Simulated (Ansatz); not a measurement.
**CoO: further runs on the relaxed cell**

An exercise on one series of results from a longer session: the logs are not shown, and one member is left open.

Computed with Ansatz 0.2.0 (DFT PBEsol, scalar-relativistic, plane waves, PAW, unless a step's input says otherwise).

2 further runs of the same task are left out: 2 set aside as unsound or not needed.

### The starting structure

Symmetry: R-3m, No. 166, trigonal system. Conventional cell: a = 3.056 Å, b = 3.056 Å, c = 6.644 Å, α = 90.00°, β = 90.00°, γ = 120.00°. Co (site symmetry -3m) has 6 O at 2.08 Å as nearest neighbours. Around O (site symmetry -3m) lie 6 Co at 2.08 Å.

As a file:

```xyz
2
Lattice="1.5281 0.8822 2.2147 -1.5281 0.8822 2.2147 0.0000 -1.7644 2.2147" Properties=species:S:1:pos:R:3 pbc="T T T"
Co    0.0000    0.0000    0.0000
O     0.0000    0.0000    3.3221
```

It goes back to an entry of the Materials Project, which need not be the stable form.

This cell was relaxed beforehand with the same method: volume 8.96 Å³/atom, gap on the mesh none (metal), site moments up to 2.3 μB.

The first run:

input.yaml reads:

```yaml
crystal:
  lattice:
    - [1.51262178, 0.8733125919, 2.1923647176]
    - [-1.51262178, 0.8733125919, 2.1923647176]
    - [0.0, -1.7466251838, 2.1923647176]
  atoms:
    - { symbol: Co, position: [0.0, 0.0, 0.0], spin: 2.55 }
    - { symbol: O, position: [0.5, 0.5, 0.5], spin: 0.32 }
basis:
  ecutwfc: 420
kpoints:
  mp_grid: { grid: [18, 18, 18] }
hamiltonian:
  xc: pbesol
scf:
  occupations: { method: gaussian, width: 0.1 }
output:
  forces: true
  stress: true
  eigenvalues: true
  populations: true
magnetization:
  spin_polarized: true
relax:
  adjacent_minimum: "off"
  f_tol: 0.01
  max_steps: 30
  cell: { stress_tol: 0.1, fix: [volume] }
```

The run is started by

```bash
> ansatz run input.yaml --threads 1 --pin off --max-ram 2560MiB --backend cpu --events-out ev --progress --plain --runs-dir out
```

Among the steps run: Point at V/V0 = 0.97; The cell scaled to 1.03 of its volume; The cell scaled to 0.94 of its volume; Point at V/V0 = 1.06; The cell scaled to 0.91 of its volume; Volume × 1.10; Point at V/V0 = 0.88.

One of the session's tables, all rows but one given; the rest of the session is left out.

It belongs to the step «Equation of state». 

```
volume (Å³/atom)  energy above the lowest point (meV/atom)  pressure (GPa)  largest moment (μB)
           7.882                                      80.0           26.68                 1.81
           8.151                                      42.6           18.64                 1.98
           8.420                                      17.5           11.43                 2.10
           8.688                                       4.1            5.14                 2.21
           8.957                                       0.0            0.01                 2.32
           9.226                                       4.0           -4.72                 2.40
           9.494                                         ?               ?                    ?
           9.853                                      41.2          -13.96                 2.52
```

Q: Estimate the row for volume (Å³/atom) = 9.494 from the others.

Worked estimate for «energy above the lowest point (meV/atom)». A straight line through the neighbours (9.226, 4.0) and (9.853, 41.2) gives 4.0 + (41.2 − 4.0) × (9.494 − 9.226) / (9.853 − 9.226) = 19.9; a parabola fitted to 3 rows on both sides gives 15.1.

**Answer.** energy above the lowest point (meV/atom): 15.6; pressure (GPa): -8.87; largest moment (μB): 2.47. In «energy above the lowest point (meV/atom)» the line misses by +4.3 and the parabola by -0.5.

Caveats from the session: Without a U such compounds often come out metallic though many are antiferromagnetic insulators.
